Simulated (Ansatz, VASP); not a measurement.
**Rb: VASP beside Ansatz**

```
Rb
1.0
     0.00000    4.65185    4.65185
     4.65185    0.00000    4.65185
     4.65185    4.65185    0.00000
Rb
2
Direct
  0.87500 0.87500 0.87500
  0.12500 0.12500 0.12500
```

Change from the starting cell: volume scaled by 0.85, LAPW.

Alike in both runs: task single point; functional LDA; k mesh 7 × 7 × 7; occupations fermi-dirac, width 0.08 eV; no spin polarisation.

|  | VASP | Ansatz |
| --- | --- | --- |
| version | VASP 6.6.1 | Ansatz 0.2.0 |
| potentials or method | VASP PAW LDA potentials, release 64 (Rb_sv), cutoff 520 eV | all-electron LAPW, scalar-relativistic |

```tsv
	VASP	Ansatz	Ansatz less VASP
pressure (GPa)	0.3	0.3	0.00
```

Ansatz ran all-electron here, so the differences hold the error of VASP's frozen core and of both bases.
